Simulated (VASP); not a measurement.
A run of VASP 6.6.1:

The input INCAR:

```
SYSTEM = TiSe2
PREC = Accurate ; ENCUT = 520
EDIFF = 1E-6 ; ISMEAR = 0
SIGMA = 0.03 ; LREAL = .FALSE.
LASPH = .TRUE. ; NELM = 80
ALGO = Normal ; ISIF = 2
LWAVE = .FALSE. ; LCHARG = .FALSE.
LMAXMIX = 4 ; LDIPOL = .TRUE.
IDIPOL = 3 ; DIPOL = 0.5 0.5 0.500
GGA = PE ; IVDW = 12
NBANDS = 33 ; LVHAR = .TRUE.
LVACPOTAV = .TRUE. ; KPAR = 4
```

File KPOINTS:

```
Automatic mesh
0
G
  12 12 1
  0 0 0
```

File POSCAR:

```
TiSe2                                   
1.0
    3.4811364334      0.0000000000      0.0000000000
   -1.7405682167      3.0147525875      0.0000000000
    0.0000000000      0.0000000000     27.0684416000
  Se              Ti            
     4     2
Direct
     0.6666666699999979    0.3333333300000021    0.3327489368118250
     0.3333333300000021    0.6666666699999979    0.4481912166227389
     0.6666666699999979    0.3333333300000021    0.5518087833772611
     0.3333333300000021    0.6666666699999979    0.6672510631881750
     0.0000000000000000    0.0000000000000000    0.3908286424951157
     0.0000000000000000    0.0000000000000000    0.6091713575048843
```

The input KPOINTS_OPT:

```
explicit points
67
Reciprocal
 0.0000000000  0.0000000000  0.0000000000 1
 0.0357142900  0.0000000000  0.0000000000 1
 0.0714285700  0.0000000000  0.0000000000 1
 0.1071428600  0.0000000000  0.0000000000 1
 0.1428571400  0.0000000000  0.0000000000 1
 0.1785714300  0.0000000000  0.0000000000 1
 0.2142857100  0.0000000000  0.0000000000 1
 0.2500000000  0.0000000000  0.0000000000 1
 0.2857142900  0.0000000000  0.0000000000 1
 0.3214285700  0.0000000000  0.0000000000 1
 0.3571428600  0.0000000000  0.0000000000 1
 0.3928571400  0.0000000000  0.0000000000 1
 0.4285714300  0.0000000000  0.0000000000 1
 0.4642857100  0.0000000000  0.0000000000 1
 0.5000000000  0.0000000000  0.0000000000 1
 0.4791666700  0.0416666700  0.0000000000 1
 0.4583333300  0.0833333300  0.0000000000 1
 0.4375000000  0.1250000000  0.0000000000 1
 0.4166666700  0.1666666700  0.0000000000 1
 0.3958333300  0.2083333300  0.0000000000 1
 0.3750000000  0.2500000000  0.0000000000 1
 0.3541666700  0.2916666700  0.0000000000 1
 0.3333333300  0.3333333300  0.0000000000 1
 0.3137254900  0.3137254900  0.0000000000 1
 0.2941176500  0.2941176500  0.0000000000 1
 0.2745098000  0.2745098000  0.0000000000 1
 0.2549019600  0.2549019600  0.0000000000 1
 0.2352941200  0.2352941200  0.0000000000 1
 0.2156862700  0.2156862700  0.0000000000 1
 0.1960784300  0.1960784300  0.0000000000 1
 0.1764705900  0.1764705900  0.0000000000 1
 0.1568627500  0.1568627500  0.0000000000 1
 0.1372549000  0.1372549000  0.0000000000 1
 0.1176470600  0.1176470600  0.0000000000 1
 0.0980392200  0.0980392200  0.0000000000 1
 0.0784313700  0.0784313700  0.0000000000 1
 0.0588235300  0.0588235300  0.0000000000 1
 0.0392156900  0.0392156900  0.0000000000 1
 0.0196078400  0.0196078400  0.0000000000 1
 0.0000000000  0.0000000000  0.0000000000 1
 0.0000000000  0.0000000000  0.0000000000 1
 0.0067532600 -0.0033766300  0.0000000000 1
-0.0067532600  0.0033766300  0.0000000000 1
 0.0196970200 -0.0098485100  0.0000000000 1
-0.0196970200  0.0098485100  0.0000000000 1
 0.0000000000  0.0058485000  0.0000000000 1
-0.0000000000 -0.0058485000  0.0000000000 1
 0.0000000000  0.0170581200  0.0000000000 1
-0.0000000000 -0.0170581200  0.0000000000 1
 0.5000000000  0.0000000000  0.0000000000 1
 0.5067532600 -0.0033766300  0.0000000000 1
 0.4932467400  0.0033766300  0.0000000000 1
 0.5196970200 -0.0098485100  0.0000000000 1
 0.4803029800  0.0098485100  0.0000000000 1
 0.5000000000  0.0058485000  0.0000000000 1
 0.5000000000 -0.0058485000  0.0000000000 1
 0.5000000000  0.0170581200  0.0000000000 1
 0.5000000000 -0.0170581200  0.0000000000 1
 0.3333333300  0.3333333300  0.0000000000 1
 0.3400865900  0.3299567000  0.0000000000 1
 0.3265800700  0.3367099600  0.0000000000 1
 0.3530303500  0.3234848200  0.0000000000 1
 0.3136363100  0.3431818400  0.0000000000 1
 0.3333333300  0.3391818300  0.0000000000 1
 0.3333333300  0.3274848300  0.0000000000 1
 0.3333333300  0.3503914500  0.0000000000 1
 0.3333333300  0.3162752100  0.0000000000 1
```

Potentials or basis: VASP PAW PBE potentials, release 64 (Se, Ti_sv).

Launch:

```bash
$ cat potpaw_PBE.64/Se/POTCAR potpaw_PBE.64/Ti_sv/POTCAR > POTCAR
$ mpirun -np 4 vasp_std > vasp.out
```

Hardware: 4 MPI ranks on Intel(R) Xeon(R) Platinum 8488C (Sapphire Rapids), with other jobs on the host.

Estimate the wall time of this run.

It took 2.7 min on 4 MPI ranks on Intel(R) Xeon(R) Platinum 8488C (Sapphire Rapids) (shared host), peak memory 0.56 GiB a rank. Counts: scf iterations 65, k points 19.
